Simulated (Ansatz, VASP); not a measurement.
Two plane-wave programs on SiC

```
Si C
1.0
     0.00000    2.17805    2.17805
     2.17805    0.00000    2.17805
     2.17805    2.17805    0.00000
Si C
1 1
Direct
  0.00000 0.00000 0.00000
  0.25000 0.25000 0.25000
```

The cell was built by a generator and needn't be a form met in nature.

Alike in both runs: task single point; functional r2SCAN; k mesh 10 × 10 × 10; no spin polarisation.

|  | VASP | Ansatz |
| --- | --- | --- |
| version | VASP 6.6.1 | Ansatz 0.2.0 |
| potentials or method | VASP PAW PBE potentials, release 64 (Si, C) | plane waves, PAW |
| plane-wave cutoff (eV) | 520 | 500 |
| occupations | gaussian, width 0.01 eV | fixed |
| valence electrons in the cell | 8 | 8 |

Ansatz gave:

| Item | Value |
| --- | --- |
| gap on the k mesh at the Fermi level (eV) | 1.71 |
| pressure (GPa) | 0.0 |

What did VASP give for the same quantities?

gap on the k mesh at the Fermi level (eV): 1.72; pressure (GPa): -0.1.

Caveats: the PAW data sets were made with another functional, which shifts forces and pressure a little (VASP). r2SCAN opens gaps a little over a GGA but as a rule still falls short of measured ones. A k mesh can miss the band edges.
